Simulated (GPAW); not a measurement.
Input of a GPAW 26.7.0 run:

The input run.py:

```python
from ase.filters import FrechetCellFilter
from ase.io import write
from ase.optimize import FIRE
from ase.spacegroup import crystal
from gpaw import GPAW, PW, setup_paths

setup_paths.insert(0, '.')

# Zn 2b
# O 2b
atoms = crystal(['Zn', 'O'],
                basis=[[0.6666666667, 0.3333333333, 0.0],
                       [0.3333333333, 0.6666666667, 0.87901]],
                spacegroup=186, setting=1,  # P6_3mc
                cellpar=[3.249308, 3.249308, 5.205709, 90.0, 90.0, 120.0],
                primitive_cell=True)

calc = GPAW(mode=PW(800),
            xc='GGA_X_PW91+GGA_C_PW91',
            kpts={'size': (6, 6, 3), 'gamma': True},
            occupations={'name': 'fermi-dirac', 'width': 0.05},
            nbands=31,
            convergence={'density': 1e-06, 'energy': 1e-06, 'eigenstates': 1e-10},
            maxiter=150,
            txt='gpaw.txt')
atoms.calc = calc
opt = FIRE(FrechetCellFilter(atoms), trajectory='relax.traj', logfile='-')
done = opt.run(fmax=0.05, steps=40)
calc.write('gs.gpw')
write('result.traj', atoms)
print('Converged:', done)
print('Cell:', atoms.cell.cellpar().round(4))
print('Volume:', round(atoms.get_volume(), 4))
print(atoms.get_scaled_positions().round(5))
```

Potentials or basis: PAW data sets generated in the run's folder for this functional, pw.

Launch:

```console
$ gpaw-setup -f GGA_X_PW91+GGA_C_PW91 O Zn
$ OMP_NUM_THREADS=1 python run.py
```

**Question.** Predict the band gap on the k mesh.

**Answer.** 0.77 eV, direct.

**Question.** What does it give for the space group after relaxing (to 0.05 Å)?

**Answer.** P6_3mc (No. 186).

**Question.** Estimate the relaxed cell.

**Answer.** a = 3.273 Å, b = 3.273 Å, c = 5.263 Å, α = 90.00°, β = 90.00°, γ = 120.00°.

**Question.** Estimate the relaxed volume.

**Answer.** 12.21 Å³/atom.

Final structure:
```
Zn O
1.0
     3.27320    0.00000    0.00000
    -1.63660    2.83467    0.00000
     0.00000    0.00000    5.26287
Zn O
2 2
Direct
  0.66667 0.33333 0.99890
  0.33333 0.66667 0.49890
  0.33333 0.66667 0.88011
  0.66667 0.33333 0.38010
```

Caveat: the k mesh is coarse; later steps reuse the first step's grids. A hybrid or GW would open this gap; PW91 tends to underestimate it.
